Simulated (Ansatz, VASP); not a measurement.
## Pb in VASP and in Ansatz

```xyz
1
Lattice="0.0000 2.4698 2.4698 2.4698 0.0000 2.4698 2.4698 2.4698 0.0000" Properties=species:S:1:pos:R:3 pbc="T T T"
Pb    0.0000    0.0000    0.0000
```

Alike in both runs: task single point; functional PBE; k mesh 12 × 12 × 12; no spin polarisation.

|  | VASP | Ansatz |
| --- | --- | --- |
| version | VASP 6.6.1 | Ansatz 0.2.0 |
| potentials or method | VASP PAW PBE potentials, release 64 (Pb_d), cutoff 520 eV | all-electron LAPW, scalar-relativistic |
| occupations | methfessel-paxton of order 1, width 0.15 eV | cold, width 0.15 eV |

|  | VASP | Ansatz | Ansatz less VASP |
| --- | --- | --- | --- |
| pressure (GPa) | 2.9 | 3.0 | +0.05 |

Ansatz ran all-electron here, so the differences hold the error of VASP's frozen core and of both bases.

The runs have no spin-orbit coupling, so splittings on Pb are missing.
